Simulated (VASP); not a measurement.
# TePb (Fm-3m) in VASP: a series of runs, part 2 of 2

VASP 6.6.1.

### 3 Band structure, PBE

The input, INCAR:

```
PREC     = Accurate       # precision mode
ENCUT    = 500            # plane-wave cutoff, eV
EDIFF    = 1E-6           # SCF threshold, eV
ISMEAR   = -1             # smearing method
SIGMA    = 0.05           # smearing width, eV
LREAL    = F              # projectors in reciprocal space
LASPH    = T              # aspherical terms in the spheres
NELM     = 100            # most SCF steps
ALGO     = Normal         # electronic algorithm
ISIF     = 2              # what is computed and relaxed
LWAVE    = F              # write WAVECAR
LCHARG   = F              # write CHGCAR
GGA      = PE             # functional
NBANDS   = 12             # bands
```

The input, KPOINTS:

```
regular mesh
0
Gamma
  7 7 7
```

The input, POSCAR:

```
TePb
1.0
    0.0000000000      3.2310000000      3.2310000000
    3.2310000000      0.0000000000      3.2310000000
    3.2310000000      3.2310000000      0.0000000000
Pb Te
1 1
Direct
    0.0000000000      0.0000000000      0.0000000000
    0.5000000000      0.5000000000      0.5000000000
```

The input, KPOINTS_OPT:

```
path GXWKGLUWLK,UX
10
line-mode
reciprocal
 0.0000000000  0.0000000000  0.0000000000  G
 0.5000000000  0.0000000000  0.5000000000  X

 0.5000000000  0.0000000000  0.5000000000  X
 0.5000000000  0.2500000000  0.7500000000  W

 0.5000000000  0.2500000000  0.7500000000  W
 0.3750000000  0.3750000000  0.7500000000  K

 0.3750000000  0.3750000000  0.7500000000  K
 0.0000000000  0.0000000000  0.0000000000  G

 0.0000000000  0.0000000000  0.0000000000  G
 0.5000000000  0.5000000000  0.5000000000  L

 0.5000000000  0.5000000000  0.5000000000  L
 0.6250000000  0.2500000000  0.6250000000  U

 0.6250000000  0.2500000000  0.6250000000  U
 0.5000000000  0.2500000000  0.7500000000  W

 0.5000000000  0.2500000000  0.7500000000  W
 0.5000000000  0.5000000000  0.5000000000  L

 0.5000000000  0.5000000000  0.5000000000  L
 0.3750000000  0.3750000000  0.7500000000  K

 0.6250000000  0.2500000000  0.6250000000  U
 0.5000000000  0.0000000000  0.5000000000  X
```

Potentials or basis: VASP PAW PBE potentials, release 54 (Pb, Te).

Run with:

```sh
> cat potpaw_PBE.54/Pb/POTCAR potpaw_PBE.54/Te/POTCAR > POTCAR
> mpirun -np 1 vasp_std > vasp.out
```

OUTCAR:

```text
PREC = Accurate
   ENCUT = 500
   EDIFF = 1E-6
   ISMEAR = -1
   LREAL = F
   LASPH = T
   NELM = 100
   ISIF = 2
   GGA = PE

 ion  position               nearest neighbor table
   1  0.000  0.000  0.000-   2 3.23   2 3.23   2 3.23   2 3.23   2 3.23   2 3.23
   2  0.500  0.500  0.500-   1 3.23   1 3.23   1 3.23   1 3.23   1 3.23   1 3.23

  LATTYP: Found a face centered cubic cell.
 ALAT       =     6.4620000000

  Lattice vectors:

 A1 = (   0.0000000000,   3.2310000000,   3.2310000000)
[... 479 lines left out ...]

------------------------ aborting loop because EDIFF is reached ----------------------------------------

  FORCE on cell =-STRESS in cart. coord.  units (eV):
  Direction    XX          YY          ZZ          XY          YZ          ZX
  --------------------------------------------------------------------------------------
  -------------------------------------------------------------------------------------
  Total        0.8428944      0.8428944      0.8428944      0.0000000      0.0000000     -0.0000000
  in kB       20.0190229     20.0190229     20.0190229      0.0000000      0.0000000     -0.0000000
  external PRESSURE =      20.0190229 kB  Pullay stress =       0.0000000 kB

 VOLUME and BASIS-vectors are now :
 -----------------------------------------------------------------------------
  energy-cutoff  :      500.00
  volume of cell :       67.46
      direct lattice vectors                 reciprocal lattice vectors
     0.000000000  3.231000000  3.231000000    -0.154750851  0.154750851  0.154750851
     3.231000000  0.000000000  3.231000000     0.154750851 -0.154750851  0.154750851
     3.231000000  3.231000000  0.000000000     0.154750851  0.154750851 -0.154750851

 POSITION                                       TOTAL-FORCE (eV/Angst)
 -----------------------------------------------------------------------------------
      0.00000      0.00000      0.00000        -0.000000     -0.000000      0.000000
      3.23100      3.23100      3.23100         0.000000      0.000000     -0.000000
 -----------------------------------------------------------------------------------
    total drift:                                0.000000      0.000000      0.000000

  FREE ENERGIE OF THE ION-ELECTRON SYSTEM (eV)
  ---------------------------------------------------
  free  energy   TOTEN  =        -7.5206133618 eV

  energy  without entropy=       -7.5206109145  energy(sigma->0) =       -7.52061214
```

It took 44 s on 1 thread of Intel Xeon Platinum 8259CL at 2.50GHz (Skylake/Cascade Lake), shared host; peak memory 0.21 GiB.

Results:

* Free energy: -7.5206 eV
* Pressure: 2.0 GPa
* Band gap along the path: 0.74 eV, direct

Levels at the corners of the path, in eV from the Fermi level:
```tsv
point	band 3	band 4	band 5	band 6	band 7	band 8
Γ	-1.75	-1.75	-1.75	3.68	3.68	3.68
X	-4.91	-3.21	-3.21	2.88	5.07	5.07
X	-4.91	-3.21	-3.21	2.88	5.07	5.07
W	-4.20	-4.20	-0.77	1.27	4.81	4.81
W	-4.20	-4.20	-0.77	1.27	4.81	4.81
K	-4.53	-2.71	-2.49	3.17	3.38	4.71
K	-4.53	-2.71	-2.49	3.17	3.38	4.71
Γ	-1.75	-1.75	-1.75	3.68	3.68	3.68
Γ	-1.75	-1.75	-1.75	3.68	3.68	3.68
L	-1.31	-1.31	-0.41	0.33	0.87	0.87
L	-1.31	-1.31	-0.41	0.33	0.87	0.87
U	-4.53	-2.71	-2.49	3.17	3.38	4.71
U	-4.53	-2.71	-2.49	3.17	3.38	4.71
W	-4.20	-4.20	-0.77	1.27	4.81	4.81
W	-4.20	-4.20	-0.77	1.27	4.81	4.81
L	-1.31	-1.31	-0.41	0.33	0.87	0.87
L	-1.31	-1.31	-0.41	0.33	0.87	0.87
K	-4.53	-2.71	-2.49	3.17	3.38	4.71
U	-4.53	-2.71	-2.49	3.17	3.38	4.71
X	-4.91	-3.21	-3.21	2.88	5.07	5.07
```

Caveat: this odd mesh misses L, where the gap lies, so gap, dielectric constants and Born charges aren't listed; spin-orbit coupling is left out, which moves the levels of the heavy elements.

### 4 The reference run

An earlier run on the cell as given: functional PBEsol; potentials or basis VASP PAW PBE potentials, release 64 (Pb_d, Te); cutoff 520 eV; k mesh 7 × 7 × 7; occupations fermi-dirac, width 0.05 eV; no spin polarisation.

* Pressure: -0.4 GPa

### 5 Summary

```tsv
task	level	potentials or basis	cutoff (eV)	ladder	pressure (GPa)
band structure	PBE	VASP PAW PBE potentials, release 54 (Pb_d, Te)	520	-	-
band structure	PBE	VASP PAW PBE potentials, release 54 (Pb, Te)	500	-	2.0
single point	PBEsol	VASP PAW PBE potentials, release 64 (Pb_d, Te)	520	free	-0.4
```

Alike in all rows: no spin polarisation; cell as given; k mesh 7 × 7 × 7; smearing fermi-dirac 0.05 eV.

Caveats: spin-orbit coupling is left out, which moves the levels of the heavy elements (some runs); the PAW data sets were made with another functional, which shifts forces and pressure a little (some runs).

Total energies depend on the potentials used, so only differences within one code and one set of settings carry meaning.

### 6 Against experiment

Step 2. Against the measured gap of TePb, 0.19 eV (direct; 4.2 K; a printed reference work, monograph), the calculated 0.74 eV is off by +0.55 eV. Spin-orbit coupling on Pb, Te is left out. The value is that of PBE, without temperature or zero-point motion.

Step 3. A measured gap of TePb is 0.19 eV (direct; 4.2 K; a printed reference work, monograph); the calculated 0.74 eV misses it by +0.55 eV. Spin-orbit coupling on Pb, Te is left out. The value is that of PBE, without temperature or zero-point motion.
